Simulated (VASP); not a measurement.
# Al in VASP: work function with PBE+D3(BJ)

Aim: the work function of Al with PBE+D3(BJ).

All numbers are computed with VASP 6.6.1; they aren't measurements. Logs are shortened: lines on timing, memory, paths and dates and some standing lists are left out, and cuts for length are marked.

### 1 The slab as given

The cell holds a slab with vacuum, 20 atoms: a = 3.832 Å, b = 10.140 Å, c = 32.122 Å, α = 90.00°, β = 90.00°, γ = 100.89°.

The cell was built by a generator and needn't be a form met in nature.

### 2 Work function, PBE+D3(BJ)

Contents of INCAR:

```
SYSTEM = Al
PREC = Accurate
ENCUT = 520
EDIFF = 1E-7
ISMEAR = 1
SIGMA = 0.1
LREAL = .False.
LASPH = .True.
NELM = 100
ALGO = Normal
ISIF = 2
LWAVE = .False.
LCHARG = .True.
LDIPOL = .True.
IDIPOL = 3
DIPOL = 0.5 0.5 0.500
GGA = PE
IVDW = 12
LVHAR = .True.
LVACPOTAV = .True.
KPAR = 4
```

Contents of KPOINTS:

```
Automatic mesh
0
Gamma
  9 4 1
  0 0 0
```

Contents of POSCAR:

```
Al                                      
1.0
    3.8324339100      0.0000000000      0.0000000000
   -1.9162169100      9.9569554000      0.0000000000
    0.0000000000      0.0000000000     32.1222795100
  Al            
    20
Direct
     0.5555560000000028    0.1111110000000011    0.4027007189916038
     0.9555560000000014    0.9111109999999982    0.4027007189916038
     0.3555560000000000    0.7111110000000025    0.4027007189916038
     0.7555559999999986    0.5111109999999996    0.4027007189916038
     0.1555559999999971    0.3111109999999968    0.4027007189916038
     0.4555560000000014    0.9111109999999982    0.4678271845837529
     0.8555560000000000    0.7111110000000025    0.4678271845837529
     0.2555559999999986    0.5111109999999996    0.4678271845837529
     0.6555559999999971    0.3111109999999968    0.4678271845837529
     0.0555560000000028    0.1111110000000011    0.4678271845837529
     0.3555560000000000    0.7111110000000025    0.5321728154162471
     0.7555559999999986    0.5111109999999996    0.5321728154162471
     0.1555559999999971    0.3111109999999968    0.5321728154162471
     0.5555560000000028    0.1111110000000011    0.5321728154162471
     0.9555560000000014    0.9111109999999982    0.5321728154162471
     0.2555559999999986    0.5111109999999996    0.5972992810083960
     0.6555559999999971    0.3111109999999968    0.5972992810083960
     0.0555560000000028    0.1111110000000011    0.5972992810083960
     0.4555560000000014    0.9111109999999982    0.5972992810083960
     0.8555560000000000    0.7111110000000025    0.5972992810083960
```

Potentials or basis: VASP PAW PBE potentials, release 64 (Al).

Run with:

```sh
> cat potpaw_PBE.64/Al/POTCAR > POTCAR
> mpirun -np 4 vasp_std > vasp.out
```

OUTCAR:

```text
SYSTEM = Al
   PREC = Accurate
   ENCUT = 520
   EDIFF = 1E-7
   ISMEAR = 1
   LREAL = .False.
   LASPH = .True.
   NELM = 100
   ISIF = 2
   GGA = PE
   IVDW = 12
 IVDW          = 12

 ion  position               nearest neighbor table
   1  0.556  0.111  0.403-   5 2.76   2 2.76   5 2.76   2 2.76  10 2.84  10 2.84   9 2.89   6 2.89

   2  0.956  0.911  0.403-   3 2.76   1 2.76   3 2.76   1 2.76   6 2.84   6 2.84   7 2.89  10 2.89

   3  0.356  0.711  0.403-   2 2.76   4 2.76   2 2.76   4 2.76   7 2.84   7 2.84   6 2.89   8 2.89
[... 42 lines left out ...]
 A1 = (   1.9162169100,  -9.9569554000,   0.0000000000)
 A2 = (   1.9162170000,   9.9569554000,   0.0000000000)
 A3 = (   0.0000000000,   0.0000000000,  32.1222795100)

Analysis of symmetry for initial positions (statically):
=====================================================================
 Subroutine PRICEL returns following result:

  LATTYP: Found a base centered orthorhombic cell.
 ALAT       =     3.8324339100
 B/A-ratio  =     1.0392304873
 C/A-ratio  =     8.3816917041

  Lattice vectors:

 A1 = (  -1.9162169460,   1.9913910800,   0.0000000000)
 A2 = (  -1.9162169640,  -1.9913910800,   0.0000000000)
 A3 = (   0.0000000000,   0.0000000000,  32.1222795100)

   5 primitive cells build up your supercell.

 Routine SETGRP: Setting up the symmetry group for a
 base centered orthorhombic supercell.

 Subroutine GETGRP returns: Found  8 space group operations
 (whereof  2 operations were pure point group operations)
 out of a pool of  8 trial point group operations.

The static configuration has the point symmetry C_1h.
 The point group associated with its full space group is D_2h.

Analysis of symmetry for dynamics (positions and initial velocities):
=====================================================================
 Subroutine PRICEL returns following result:

  LATTYP: Found a base centered orthorhombic cell.
 ALAT       =     3.8324339100
 B/A-ratio  =     1.0392304873
 C/A-ratio  =     8.3816917041

  Lattice vectors:

 A1 = (  -1.9162169460,   1.9913910800,   0.0000000000)
 A2 = (  -1.9162169640,  -1.9913910800,   0.0000000000)
 A3 = (   0.0000000000,   0.0000000000,  32.1222795100)

   5 primitive cells build up your supercell.

 Routine SETGRP: Setting up the symmetry group for a
 base centered orthorhombic supercell.

 Subroutine GETGRP returns: Found  8 space group operations
 (whereof  2 operations were pure point group operations)
 out of a pool of  8 trial point group operations.

The dynamic configuration has the point symmetry C_1h.
 The point group associated with its full space group is D_2h.

 Subroutine INISYM returns: Found  8 space group operations
 (whereof  2 operations are pure point group operations),
 and found     5 'primitive' translations

----------------------------------------------------------------------------------------

                                     Primitive cell

  volume of cell :     245.1532

  direct lattice vectors                    reciprocal lattice vectors
    -1.916216946  1.991391080  0.000000000    -0.260930788  0.251080768  0.000000000
    -1.916216964 -1.991391080  0.000000000    -0.260930788 -0.251080766  0.000000000
     0.000000000  0.000000000 32.122279510     0.000000000  0.000000000  0.031131041

  length of vectors
     2.763607392  2.763607405 32.122279510     0.362113833  0.362113832  0.031131041

  position of ions in fractional coordinates (direct lattice)
     0.777777000  0.222222000  0.402700719
     0.277777000  0.722222000  0.467827185
     0.777777000  0.222222000  0.532172815
     0.277777000  0.722222000  0.597299281

  ion indices of the primitive-cell ions
   primitive index   ion index
                 1           1
                 2           9
                 3          14
                 4          17

----------------------------------------------------------------------------------------

 KPOINTS: Automatic mesh

Automatic generation of k-mesh.
 Grid dimensions read from file:
 generate k-points for:    9    4    1

 Generating k-lattice:

  Cartesian coordinates                     Fractional coordinates (reciprocal lattice)
     0.028992310  0.005579572  0.000000000     0.111111111 -0.000000000  0.000000000
     0.000000000  0.025108077  0.000000000     0.000000000  0.250000000  0.000000000
     0.000000000  0.000000000  0.031131041     0.000000000  0.000000000  1.000000000

  Length of vectors
     0.029524323  0.025108077  0.031131041

  Shift w.r.t. Gamma in fractional coordinates (k-lattice)
     0.000000000  0.000000000  0.000000000

 -----------------------------------------------------------------------------
|                                                                             |
|           W    W    AA    RRRRR   N    N  II  N    N   GGGG   !!!           |
|           W    W   A  A   R    R  NN   N  II  NN   N  G    G  !!!           |
|           W    W  A    A  R    R  N N  N  II  N N  N  G       !!!           |
|           W WW W  AAAAAA  RRRRR   N  N N  II  N  N N  G  GGG   !            |
|           WW  WW  A    A  R   R   N   NN  II  N   NN  G    G                |
|           W    W  A    A  R    R  N    N  II  N    N   GGGG   !!!           |
|                                                                             |
|     Your reciprocal lattice and k-lattice belong to different lattice       |
|     classes:                                                                |
|                                                                             |
|        The reciprocal lattice is base centered orthorhombic,                |
|        whereas your k-lattice is simple monoclinic.                         |
|                                                                             |
|     Results are often still useful ...                                      |
|                                                                             |
 -----------------------------------------------------------------------------

 WARNING: IBZKPT: internal override: KBLOWUP is changed to .FALSE.
      ... skipping the blow-up phase ...

 Subroutine IBZKPT returns following result:
 ===========================================

 Found     19 irreducible k-points:

 Following reciprocal coordinates:
            Coordinates               Weight
  0.000000  0.000000  0.000000      1.000000
  0.111111 -0.000000  0.000000      2.000000
  0.222222 -0.000000  0.000000      2.000000
  0.333333 -0.000000  0.000000      2.000000
  0.444444 -0.000000  0.000000      2.000000
  0.000000  0.250000  0.000000      2.000000
[... 11 lines left out ...]
  0.333333  0.500000  0.000000      2.000000
  0.444444  0.500000  0.000000      2.000000
   k-points           NKPTS =     19   k-points in BZ     NKDIM =     19   number of bands    NBANDS=     41
   number of dos      NEDOS =    301   number of ions     NIONS =     20
   total plane-waves  NPLWV = 576000
   dimension x,y,z NGX =    30 NGY =   80 NGZ =  240
   dimension x,y,z NGXF=    60 NGYF=  160 NGZF=  480
   ions per type =              20
   NGX,Y,Z   is equivalent  to a cutoff of  13.01, 13.12, 12.42 a.u.
   NGXF,Y,Z  is equivalent  to a cutoff of  26.03, 26.23, 24.84 a.u.
 SYSTEM =  Al
   PREC   = accura    normal or accurate (medium, high low for compatibility)
   ISTART =      0    job   : 0-new  1-cont  2-samecut
   ICHARG =      2    charge: 1-file 2-atom 10-const
   ISPIN  =      1    spin polarized calculation?
   LNONCOLLINEAR =      F non collinear calculations
   LSORBIT =      F    spin-orbit coupling
   LASPH  =      T    aspherical Exc in radial PAW
   ENCUT  =  520.0 eV  38.22 Ry    6.18 a.u.   7.13 18.85 59.73*2*pi/ulx,y,z
   NELM   =    100;   NELMIN=  2; NELMDL= -5     # of ELM steps
   EDIFF  = 0.1E-06   stopping-criterion for ELM
   LREAL  =      F    real-space projection
   EDIFFG = 0.1E-05   stopping-criterion for IOM
   NSW    =      0    number of steps for IOM
   IBRION =     -1    ionic relax: 0-MD 1-quasi-New 2-CG
   NFREE  =      0    steps in history (QN), initial steepest desc. (CG)
   ISIF   =      2    stress and relaxation
   ISYM   =      2    0-nonsym 1-usesym 2-fastsym
   POTIM  = 0.5000    time-step for ionic-motion
   TEBEG  =    0.0;   TEEND  =   0.0 temperature during run
   PSTRESS=    0.0 pullay stress
   NELECT =      60.0000    total number of electrons
   NUPDOWN=      -1.0000    fix difference up-down
   EMIN   =  10.00;   EMAX   =-10.00  energy-range for DOS
   EFERMI =   0.00;   METHOD = LEGACY
   ISMEAR =     1;   SIGMA  =   0.10  broadening in eV -4-tet -1-fermi 0-gaus
   EFERMI_NEDOS =   21; number of points for ismear=-14 and -15
   IALGO  =     38    algorithm
   IMIX   =      4    mixing-type and parameters
     AMIX     =   0.40;   BMIX     =  1.00
     AMIX_MAG =   1.60;   BMIX_MAG =  1.00
  volume/ion in A,a.u.               =      61.29       413.59
  Fermi-wavevector in a.u.,A,eV,Ry     =   0.598856  1.131675  4.879444  0.358629
  Thomas-Fermi vector in A             =   1.650119
   LORBIT       =      0    0 simple, 1 ext, 2 COOP (PROOUT), +10 PAW based schemes
   GGA     = PE    functional components
   LHFCALC =     F    Hartree Fock is set to
   AEXX    =    0.0000 exact exchange contribution
   IVDW    =    12    specifies the selected vdW correction
   LEPSILON=     F    determine dielectric tensor
   LRPA    =     F    only Hartree local field effects (RPA)
 non-spin polarized calculation
 Methfessel and Paxton  Order N= 1 SIGMA  =   0.10
  energy-cutoff  :      520.00
  volume of cell :     1225.77
 maximum number of plane-waves:     33084
 NGX is ok and might be reduce to    30
   NGX = 15   NGY = 37   NGZ =119

 dipolmoment           0.000000      0.000000      0.000000 electrons x Angstroem

 number of electron      60.0000000 magnetization

 dipolmoment           0.000000      0.000000     -0.000000 electrons x Angstroem

 Free energy of the ion-electron system (eV)
  ---------------------------------------------------
  ext. energy  EPLUGINS =         0.00000000
  ---------------------------------------------------
  free energy    TOTEN  =       -70.29290082 eV

  energy without entropy =      -70.29186254  energy(sigma->0) =      -70.29255473

 E-fermi :  -0.9389     XC(G=0):  -3.2925

 val. band max:       -0.9425448471   @ k =  -0.3333   0.2500   0.0000
 cond. band min:      -0.9341123785   @ k =   0.2222   0.5000   0.0000
 fundamental gap:      0.0084324686
 Fermi energy:        -0.9388540470

 k-point     1 :       0.0000    0.0000    0.0000
  band No.  band energies     occupation
      1     -11.8504      2.00000
      2     -10.5056      2.00000
      3     -10.3695      2.00000
      4     -10.3695      2.00000
      5      -9.0355      2.00000
      6      -9.0355      2.00000
[... 825 lines left out ...]
     40       0.7387     -0.00000
     41       0.9092     -0.00000

------------------------ aborting loop because EDIFF is reached ----------------------------------------

 vacuum level on the upper side and lower side of the slab       (xc-potential included)        -0.097        -0.097

 Edisp (eV)   -5.06314

 E8    (eV) :    -2.3559

  FORCE on cell =-STRESS in cart. coord.  units (eV):
  Direction    XX          YY          ZZ          XY          YZ          ZX
  --------------------------------------------------------------------------------------
  -------------------------------------------------------------------------------------
  Total      -2.44345    -3.53682    -0.06525    -0.00000     0.00000     0.00000
  in kB      -3.19379    -4.62292    -0.08529    -0.00000     0.00000     0.00000
  external pressure =       -2.63 kB  Pullay stress =        0.00 kB

 VOLUME and BASIS-vectors are now :
 -----------------------------------------------------------------------------
  energy-cutoff  :      520.00
  volume of cell :     1225.77
      direct lattice vectors                 reciprocal lattice vectors
     3.832433910  0.000000000  0.000000000     0.260930788  0.050216152  0.000000000
    -1.916216910  9.956955400  0.000000000     0.000000000  0.100432307  0.000000000
     0.000000000  0.000000000 32.122279510     0.000000000  0.000000000  0.031131041

 POSITION                                       TOTAL-FORCE (eV/Angst)
 -----------------------------------------------------------------------------------
      1.91622      1.10633     12.93567        -0.000000     -0.000000      0.002416
      1.91622      9.07189     12.93567        -0.000000     -0.000000      0.002416
      0.00000      7.08050     12.93567         0.000000     -0.000000      0.002416
      1.91622      5.08911     12.93567        -0.000000     -0.000000      0.002416
      0.00000      3.09772     12.93567        -0.000000     -0.000000      0.002416
      0.00000      9.07189     15.02768         0.000000      0.000000     -0.002852
[... 12 lines left out ...]
      0.00000      9.07189     19.18661        -0.000000     -0.000000     -0.002416
      1.91622      7.08050     19.18661        -0.000000      0.000000     -0.002416
 -----------------------------------------------------------------------------------
    total drift:                                0.000400     -0.000054      0.000016

  FREE ENERGIE OF THE ION-ELECTRON SYSTEM (eV)
  ---------------------------------------------------
  free  energy   TOTEN  =       -75.3560452300 eV

  energy  without entropy=      -75.3550069489  energy(sigma->0) =      -75.35569914

 vacuum level on the upper side and lower side of the slab         3.305         3.305
```

Run time: 13 min. Hardware: 4 MPI ranks of Intel Xeon Platinum 8375C at 2.90GHz (Ice Lake), shared host; peak memory 1.4 GiB.

Results:

```
Free energy                     : -75.3560 eV
Band gap on the k mesh          : none (metal or under the smearing width)
Dispersion energy per atom      : -0.253 eV
Work function of the upper face : 4.24 eV
Work function of the lower face : 4.24 eV
```

Forces on the atoms (eV/Å):
```
Al   0.000  0.000  0.002
Al   0.000  0.000  0.002
Al   0.000  0.000  0.002
Al   0.000  0.000  0.002
Al   0.000  0.000  0.002
Al   0.000  0.000 -0.003
Al   0.000  0.000 -0.003
Al   0.000  0.000 -0.003
Al   0.000  0.000 -0.003
Al   0.000  0.000 -0.003
Al   0.000  0.000  0.003
Al   0.000  0.000  0.003
Al   0.000  0.000  0.003
Al   0.000  0.000  0.003
Al   0.000  0.000  0.003
Al   0.000  0.000 -0.002
Al   0.000  0.000 -0.002
Al   0.000  0.000 -0.002
Al   0.000  0.000 -0.002
Al   0.000  0.000 -0.002
```
